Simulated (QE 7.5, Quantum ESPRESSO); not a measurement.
# Notebook: relaxing the LaSb cell to find its lattice parameter

*Notes of a novice, printed with their mistakes. Don't take the settings or the reasoning as a model; a review follows at the end.*

## The measurement

The measured value I am comparing with comes from "Investigation of the rare earth monoantimonides" (Journal of the Less-Common Metals 166 221 1990 (via the Crystallography Open Database)). It is a structure determination by diffraction. LaSb is cubic, space group Fm-3m, so there is only one length to get right, the lattice parameter a, which is 6.49 Å. The volume per atom was worked out from that same cell, so I think it is the same information written another way. The temperature of the measurement is not stated. I don't know how much that matters for a solid like this one.

| compared with | measured | method |
| --- | --- | --- |
| a (Å) | 6.49 | structure determination by diffraction |
| volume per atom (Å³) | 34.1699 | from the measured cell |

Conditions are those given with the value in the passage it was taken from; "not stated" means there, and the paper may say more elsewhere.

## Model and target

I want to get the lattice parameter of LaSb from a calculation. I will let Quantum ESPRESSO relax the cell, starting from the measured one, and read off a. The functional is PBEsol, because I have read that it is meant for solids.

My target is to agree with the measured a to 0.001 Å. The program gives plenty of decimals, so that should be possible. If the first answer is off, I will change settings one after another until it fits.

System: LaSb; Fm-3m (no. 225), 2 atoms in the primitive cell; every run starts from the measured structure.

## 1. A small k-mesh to start

I am starting with PBEsol on a 4×4×4 k-mesh. The cell has only two atoms, so I don't see why it should need many k-points, and a small mesh is quick. I expect a to come out at 6.49 Å or very near it, since the run already starts there.

**Run 1.** QE 7.5: PBEsol, Quantum ESPRESSO with GBRV 1.5 ultrasoft, non-magnetic, cell and ions relaxed, cutoff 544 eV, k-mesh 4×4×4, smearing 0.05 eV.

Key lines of the input:
```
&control
  calculation = 'vc-relax'
  forc_conv_thr = 3.89e-04
  etot_conv_thr = 1.0e-4
  nstep = 60
/
&system
  ecutwfc = 40
  ecutrho = 240
  occupations = 'smearing'
  smearing = 'fd'
  degauss = 0.00367
/
&electrons
  conv_thr = 1.0e-08
  mixing_beta = 0.4
  electron_maxstep = 120
/
&ions
/
&cell
  press_conv_thr = 0.15
/
ATOMIC_SPECIES
  La 138.905 la_pbesol_v1.uspp.F.UPF
  Sb 121.760 sb_pbesol_v1.4.uspp.F.UPF
[... cell and positions ...]
K_POINTS automatic
  4 4 4 0 0 0
```

Command:
```
OMP_NUM_THREADS=1 mpirun -n 4 pw.x -nk 4 -in pw.in > pw.x.log
```

Selected lines of the output:
```
     bfgs converged in   4 scf cycles and   3 bfgs steps
     new unit-cell volume =    454.81461 a.u.^3 (    67.39657 Ang^3 )
!    total energy              =    -286.97206128 Ry
```

Converged; 22 s on 4 cores of Arm Neoverse V2, shared host.

| quantity | run 1 | measured | deviation |
| --- | --- | --- | --- |
| a (Å) | 6.4600 | 6.49 | −0.0300 (−0.5 %) |
| volume per atom (Å³) | 33.698 | 34.1699 | −0.472 (−1.4 %) |
| largest shift (Å) | 0 |  |  |
| pressure (GPa) | 0.006 |  |  |

I got a = 6.4600 Å, which is 0.0300 Å too short and far outside my target. The largest shift is 0, so the atoms have not moved at all. Only the box has shrunk around them. I think that is the fault: the cell closed up before the atoms had found their places, and so it stopped at the wrong size.

The k-mesh is not the problem, because the run converged in 3 steps.

## 2. Letting the atoms move first

I will hold the cell at the measured size and relax only the atoms, so that the box can't shrink before they are ready. I am also going up to a 9×9×9 mesh, to give the atoms more points to move to. I expect them to shift a little this time, and then I will know where they really belong.

**Run 2.** QE 7.5: PBEsol, Quantum ESPRESSO with GBRV 1.5 ultrasoft, non-magnetic, ions relaxed in the measured cell, cutoff 544 eV, k-mesh 9×9×9, smearing 0.05 eV.

Key lines of the input, as changed from run 1:
```diff
  &control
-   calculation = 'vc-relax'
+   calculation = 'relax'
- &cell
-   press_conv_thr = 0.15
- /
  K_POINTS automatic
-   4 4 4 0 0 0
+   9 9 9 0 0 0
```

Selected lines of the output:
```
!    total energy              =    -286.97474623 Ry
          total   stress  (Ry/bohr**3)                   (kbar)     P=       -9.39
     bfgs converged in   1 scf cycles and   0 bfgs steps
```

Converged; 10 s, same machine.

| quantity | run 2 |
| --- | --- |
| largest shift (Å) | 0 |
| pressure (GPa) | −0.939 |

The atoms did not move here either: 0 bfgs steps and a largest shift of 0. So they were in the right places from the beginning, and my idea about the cell closing too early is finished.

The energy is more interesting. At the measured cell it is −286.97474623 Ry, and in the shrunken cell of the first run it was −286.97206128 Ry. Lower is better, so PBEsol really prefers the measured cell. The first relaxation must have gone past the right answer and carried on shrinking. The pressure is −0.939 GPa, which I take to mean that the cell would even like to be a bit bigger.

## 3. Stopping the relaxation sooner

If the relaxation goes too far, it should be stopped earlier. I will relax the cell again on the 9×9×9 mesh, but with a limit of 2 relaxation steps, so that it has no time to run away from the good value. I expect a to stay close to 6.49 Å.

**Run 3.** QE 7.5: PBEsol, Quantum ESPRESSO with GBRV 1.5 ultrasoft, non-magnetic, cell and ions relaxed, cutoff 544 eV, k-mesh 9×9×9, smearing 0.05 eV, relaxation step limit 2.

Key lines of the input, as changed from run 1:
```diff
  &control
-   nstep = 60
+   nstep = 2
  K_POINTS automatic
-   4 4 4 0 0 0
+   9 9 9 0 0 0
```

Selected lines of the output:
```
!    total energy              =    -286.97474623 Ry
          total   stress  (Ry/bohr**3)                   (kbar)     P=       -9.39
     new unit-cell volume =    458.97492 a.u.^3 (    68.01307 Ang^3 )
!    total energy              =    -286.97487065 Ry
          total   stress  (Ry/bohr**3)                   (kbar)     P=       -7.15
     The maximum number of steps has been reached.
[ended: maximum number of steps has been reached]
```

Not converged; 16 s, same machine.

The limit worked. The run stopped when the maximum number of steps was reached, as I had asked, and the cell had only shrunk to 68.01307 Å³. The first relaxation went all the way down to 67.39657 Å³. Half of the new volume is about 34 Å³ per atom, against 34.1699 Å³ measured, so this is my best result so far. I conclude that two steps is about the right length for a relaxation of LaSb.

It is still a little too small, and the pressure is still negative, at −7.15 kbar. I think something is missing that would hold the atoms further apart.

## 4. Adding a dispersion correction

I have read that ordinary functionals leave out dispersion and that D3 puts it back. An extra force between the atoms should push the cell outwards, which is the direction I need. This version has the normal step limit, but with the missing force included the cell should not run away any more. I expect a to come up to 6.49 Å.

**Run 4.** QE 7.5: PBEsol-D3(BJ), Quantum ESPRESSO with GBRV 1.5 ultrasoft, non-magnetic, cell and ions relaxed, cutoff 544 eV, k-mesh 9×9×9, smearing 0.05 eV.

Key lines of the input, as changed from run 1:
```diff
  &system
+   vdw_corr = 'dft-d3'
+   dftd3_version = 4
+   dftd3_threebody = .false.
  K_POINTS automatic
-   4 4 4 0 0 0
+   9 9 9 0 0 0
```

Selected lines of the output:
```
     bfgs converged in   5 scf cycles and   4 bfgs steps
     new unit-cell volume =    434.75150 a.u.^3 (    64.42353 Ang^3 )
     c_bands:  1 eigenvalues not converged
```

Converged; 49 s, same machine.

| quantity | run 4 | measured | deviation |
| --- | --- | --- | --- |
| a (Å) | 6.3636 | 6.49 | −0.1264 (−1.9 %) |
| volume per atom (Å³) | 32.212 | 34.1699 | −1.958 (−5.7 %) |
| largest shift (Å) | 0 |  |  |
| pressure (GPa) | 0.035 |  |  |

The cell went the wrong way. With D3 a is 6.3636 Å, which is 0.1264 Å too short and the worst value yet. I had expected the extra force to push the atoms apart.

I think the number of steps explains it. This relaxation took 4 bfgs steps and the first one took 3, and the one with more steps ended with the smaller cell. That fits what I found when I stopped after two. The D3 force probably just kept the relaxation going for longer. I will leave D3 out again.

## 5. Setting the cutoff with ENCUT

I have seen in a tutorial that the cutoff matters for cell relaxations and that it is set with a key called ENCUT. My input has no such key, so perhaps the program has been working without a proper cutoff all this time. I will go back to plain PBEsol on the 9×9×9 mesh and add ENCUT to the input. I expect the cell to stop shrinking once the cutoff is really switched on.

**Run 5.** QE 7.5: PBEsol, Quantum ESPRESSO with GBRV 1.5 ultrasoft, non-magnetic, cell and ions relaxed, cutoff 544 eV, k-mesh 9×9×9, smearing 0.05 eV, extra key ENCUT.

Key lines of the input, as changed from run 3:
```diff
  &control
-   nstep = 2
+   nstep = 30
  &system
+   encut = 520
```

Selected lines of the output:
```
     Error in routine  read_namelists (1):
     stopping ...
[ended: Error in routine]
```

Input refused; 0.48 s, same machine.

The program stopped after 0.48 s with an error in read_namelists, so there is no lattice parameter from this run. I take the error to mean that 520 was too high a cutoff for PBEsol and the program refused to start with it. The cutoff must then already be as high as this functional can stand, and I can stop worrying about it.

That leaves the functional itself. PBEsol has given me a cell that shrinks, a cell that shrinks more with D3, and now an error.

## 6. Trying a simpler functional

I will change to LDA and keep the 9×9×9 mesh. I have read that it is the oldest and simplest of the functionals, and LaSb is a simple crystal with two atoms, so the two should suit each other. With less in the functional there should also be less to pull the cell inwards. I expect a to come out larger than the 6.4600 Å from the first run, and I hope close to 6.49 Å.

**Run 6.** QE 7.5: LDA, Quantum ESPRESSO with GBRV 1.5 ultrasoft, non-magnetic, cell and ions relaxed, cutoff 544 eV, k-mesh 9×9×9, smearing 0.05 eV.

Key lines of the input, as changed from run 1:
```diff
  ATOMIC_SPECIES
-   La 138.905 la_pbesol_v1.uspp.F.UPF
-   Sb 121.760 sb_pbesol_v1.4.uspp.F.UPF
+   La 138.905 la_lda_v1.uspp.F.UPF
+   Sb 121.760 sb_lda_v1.4.uspp.F.UPF
  K_POINTS automatic
-   4 4 4 0 0 0
+   9 9 9 0 0 0
```

Selected lines of the output:
```
     bfgs converged in   5 scf cycles and   4 bfgs steps
     new unit-cell volume =    442.35196 a.u.^3 (    65.54980 Ang^3 )
     c_bands:  3 eigenvalues not converged
```

Converged; 45 s, same machine.

| quantity | run 6 | measured | deviation |
| --- | --- | --- | --- |
| a (Å) | 6.4005 | 6.49 | −0.0896 (−1.4 %) |
| volume per atom (Å³) | 32.775 | 34.1699 | −1.395 (−4.1 %) |
| largest shift (Å) | 0 |  |  |
| pressure (GPa) | 0.023 |  |  |

LDA gives a = 6.4005 Å, which is smaller than the first run and not larger as I had hoped. So the simple functional does not suit the simple crystal.

But the steps fit again. LDA took 4 bfgs steps, the same as the D3 run, and both cells came out too small. The first run took 3 steps and got 6.4600 Å. I am now sure that the number of steps decides the size of the cell. Both of the 4-step runs had the 9×9×9 mesh and the 3-step run had 4×4×4, so it must be the big mesh that makes the relaxation take the extra step.

## 7. A smaller mesh to save a step

I will go back to PBEsol and take a 7×7×7 mesh, which is smaller than 9×9×9 but not as small as my first one. I don't want to set the step limit by hand again, because that run ended without a value of a in my table. With the smaller mesh the relaxation should finish by itself in 3 steps or fewer, and I expect a to be above 6.4600 Å.

**Run 7.** QE 7.5: PBEsol, Quantum ESPRESSO with GBRV 1.5 ultrasoft, non-magnetic, cell and ions relaxed, cutoff 544 eV, k-mesh 7×7×7, smearing 0.05 eV.

Key lines of the input, as changed from run 1:
```diff
  K_POINTS automatic
-   4 4 4 0 0 0
+   7 7 7 0 0 0
```

Selected lines of the output:
```
     bfgs converged in   4 scf cycles and   3 bfgs steps
     new unit-cell volume =    453.49396 a.u.^3 (    67.20087 Ang^3 )
     c_bands:  1 eigenvalues not converged
```

Converged; 37 s, same machine.

| quantity | run 7 | measured | deviation |
| --- | --- | --- | --- |
| a (Å) | 6.4537 | 6.49 | −0.0363 (−0.6 %) |
| volume per atom (Å³) | 33.600 | 34.1699 | −0.569 (−1.7 %) |
| largest shift (Å) | 0 |  |  |
| pressure (GPa) | 0.005 |  |  |

The relaxation finished in 3 bfgs steps, as I had predicted, so my rule about the steps holds. But a is 6.4537 Å, a little below the 6.4600 Å of the first run, when I had expected it to be above.

Both runs took 3 steps, so the rest of the difference must come from the k-points themselves. More points make the cell smaller, and the measured cell is larger, so the 4×4×4 mesh is the more accurate of the two. I was right to begin with it.

## 8. Dispersion from inside the functional

I still think a force is missing that holds the atoms apart. D3 was added on top of PBEsol from outside, and perhaps that is why it pulled the cell in. I have read that rVV10 has the dispersion built into the functional, so there it should act in the proper direction. I will try it on the 9×9×9 mesh. That mesh will cost me a little in a, but I expect the built-in force to more than make up for it and bring the cell to 6.49 Å.

**Run 8.** QE 7.5: rVV10, Quantum ESPRESSO with GBRV 1.5 ultrasoft, non-magnetic, cell and ions relaxed, cutoff 544 eV, k-mesh 9×9×9, smearing 0.05 eV.

Key lines of the input, as changed from run 6:
```diff
  &system
+   input_dft = 'rvv10'
  ATOMIC_SPECIES
-   La 138.905 la_lda_v1.uspp.F.UPF
-   Sb 121.760 sb_lda_v1.4.uspp.F.UPF
+   La 138.905 la_pbe_v1.uspp.F.UPF
+   Sb 121.760 sb_pbe_v1.4.uspp.F.UPF
```

Selected lines of the output:
```
          total   stress  (Ry/bohr**3)                   (kbar)     P=       25.16
     bfgs converged in   5 scf cycles and   4 bfgs steps
     new unit-cell volume =    481.52867 a.u.^3 (    71.35519 Ang^3 )
     c_bands:  2 eigenvalues not converged
```

Converged; 61 s, same machine.

| quantity | run 8 | measured | deviation |
| --- | --- | --- | --- |
| a (Å) | 6.5841 | 6.49 | +0.0941 (+1.4 %) |
| volume per atom (Å³) | 35.678 | 34.1699 | +1.508 (+4.4 %) |
| largest shift (Å) | 0 |  |  |
| pressure (GPa) | 0.021 |  |  |

This time the cell grew. With rVV10 a is 6.5841 Å, which is 0.0941 Å too long, so the built-in dispersion does push the atoms apart, as I had thought. It only pushes too hard.

The relaxation took 4 bfgs steps again, and my rule said that 4 steps give a small cell. I think now that the steps decide how far the cell goes from the start, and the functional decides which way.

LDA was 0.0896 Å too short and rVV10 is too long by nearly the same amount. The right answer must then lie halfway between them, and that is about 6.49 Å, the measured value. I will take this as my result for LaSb, since the two errors cancel and neither functional has to be right by itself.

## Collected results

| run | settings | a (Å) | deviation | volume per atom (Å³) | deviation | cost | status |
| --- | --- | --- | --- | --- | --- | --- | --- |
| 1 | PBEsol, cell and ions relaxed, k-mesh 4×4×4 | 6.4600 | −0.0300 (−0.5 %) | 33.698 | −0.472 (−1.4 %) | 88 core-s |  |
| 2 | PBEsol, ions relaxed in the measured cell, k-mesh 9×9×9 | – |  | – |  | under 1 core-min |  |
| 3 | PBEsol, cell and ions relaxed, k-mesh 9×9×9, relaxation step limit 2 | – |  | – |  | 63 core-s | not converged |
| 4 | PBEsol-D3(BJ), cell and ions relaxed, k-mesh 9×9×9 | 6.3636 | −0.1264 (−1.9 %) | 32.212 | −1.958 (−5.7 %) | 3.3 core-min |  |
| 5 | PBEsol, cell and ions relaxed, k-mesh 9×9×9, extra key ENCUT | – |  | – |  | under 1 core-min | input refused |
| 6 | LDA, cell and ions relaxed, k-mesh 9×9×9 | 6.4005 | −0.0896 (−1.4 %) | 32.775 | −1.395 (−4.1 %) | 3 core-min |  |
| 7 | PBEsol, cell and ions relaxed, k-mesh 7×7×7 | 6.4537 | −0.0363 (−0.6 %) | 33.600 | −0.569 (−1.7 %) | 2.4 core-min |  |
| 8 | rVV10, cell and ions relaxed, k-mesh 9×9×9 | 6.5841 | +0.0941 (+1.4 %) | 35.678 | +1.508 (+4.4 %) | 4.1 core-min |  |
|  | measured | 6.49 |  | 34.1699 |  |  |  |

## State of play

My result for LaSb is a = 6.49 Å, taken halfway between LDA (6.4005 Å) and rVV10 (6.5841 Å). It agrees with the measured value, so I count the work as finished. No single run came within my target of 0.001 Å, but I don't think one has to when two of them can be combined.

Of the single runs, the first was the closest, with 6.4600 Å on the 4×4×4 mesh. The 7×7×7 mesh took longer and came out further away, so for a small cell like this one I would stay with few k-points. PBEsol makes the cell shrink, and D3 makes it shrink more. I still don't understand why D3 pulls the atoms together when the dispersion in rVV10 pushes them apart. It may have to do with D3 being added from outside.

For the next crystal I will run LDA and rVV10 straight away and take the middle. That would have saved me most of the runs here.

## Review

Further runs made for the review:

| reviewer's run | settings | a (Å) | deviation | volume per atom (Å³) | deviation | cost |
| --- | --- | --- | --- | --- | --- | --- |
| R1 | PBEsol, cell and ions relaxed, cutoff 544 eV, k-mesh 9×9×9 | 6.4525 | −0.0375 (−0.6 %) | 33.581 | −0.589 (−1.7 %) | 2.8 core-min |
| R2 | PBEsol, cell and ions relaxed, cutoff 544 eV, k-mesh 12×12×12 | 6.4525 | −0.0375 (−0.6 %) | 33.581 | −0.589 (−1.7 %) | 4.6 core-min |
| R3 | PBEsol, cell and ions relaxed, cutoff 735 eV, k-mesh 9×9×9 | 6.4527 | −0.0373 (−0.6 %) | 33.584 | −0.586 (−1.7 %) | 5 core-min |
| R4 | rev-vdW-DF2, cell and ions relaxed, cutoff 544 eV, k-mesh 9×9×9 | 6.5061 | +0.0161 (+0.2 %) | 34.425 | +0.255 (+0.7 %) | 4.5 core-min |
|  | measured | 6.49 |  | 34.1699 |  |  |

PBEsol was a sensible start, and the volume is rightly seen as no second measurement. The 0.001 Å target is unreasonable: the temperature of the measurement is unstated, and functionals err by more. Changing settings until the answer fits tests nothing.

In run 1 the mesh was too coarse; small cells need more k-points, especially in a semimetal. Converged relaxation steps say nothing about the mesh. With PBEsol, 9×9×9 gives 6.4525 Å (R1) for 2.8 core-minutes, and 12×12×12 the same (R2). Run 1's closer value is chance. Symmetry fixes both atoms, so their zero shift reveals no fault.

Run 2 rightly ended the idea of the cell closing too early, but k-points are not places for atoms, and zero shift confirms no structure. Its energy can't be compared with run 1's on another mesh. Run 3, on the same mesh, shows the energy falling as the cell shrinks. Negative pressure means that the cell wants to contract, not grow.

Run 3 started at the measured cell and was cut off soon after, so its closeness to the measurement is built in and tests nothing. The warning about maximum steps and the remaining −7.15 kbar called for more steps, not for a missing repulsion.

In run 4, D3 did what dispersion does: it attracts. It shortens a by 0.0889 Å against R1. Step counts describe the path to the minimum, not its position. The "eigenvalues not converged" warnings here and in runs 6 to 8 went unremarked. They should have been checked, though the final energies converged and the pressures are near zero.

Run 5 failed because ENCUT belongs to another program, not because PBEsol refuses a high cutoff. `ecutwfc` had set the cutoff all along. The proper test, raising it to 735 eV, changes PBEsol's a by only 0.0002 Å (R3), for 5 core-minutes.

In run 6, LDA's short cell is its well-known overbinding; a simple crystal does not call for a simple functional. Nor does the extra step in runs 4 and 6 show an effect of the mesh, since D3 or the functional was changed along with it. Run 7 refutes the step rule: it took as many steps as run 1 but gave another a. The notebook rightly blames the k-points for that difference, but wrongly calls the coarser mesh more accurate because it lies nearer the measurement.

In run 8 dispersion still attracts. The cell is larger because rVV10 also has a different, more repulsive exchange part; a fair test would switch off only the dispersion term. Averaging LDA and rVV10 cancels unrelated errors by chance, still misses the measured value by about 0.002 Å, more than the notebook's own target allows, and is no recipe for the next crystal.

With converged settings, two of the functionals come within one percent of the measurement: PBEsol is 0.6 % short (R1), and rev-vdW-DF2, the nearest, 0.2 % long (R4). These misses on opposite sides give no reason to doubt the measured value, which other determinations support within 0.3 %. The calculations omit thermal expansion and zero-point motion, which could explain part of PBEsol's shortfall but would worsen rev-vdW-DF2's excess. The size of these effects was not calculated here.

[Logs are printed without paths, hosts, clocks, repeated set-up lines and the standing remarks that a program may print on its own settings, such as how far it seeks lower states.]

[The runs shown are a pick from a larger set of finished runs; failed, doubtful and other runs were left out of it ahead of writing. So were measured values far from every level or from commonly accepted values, and agreement can look better than it is. Lines of input and output are excerpts and may be shortened.]
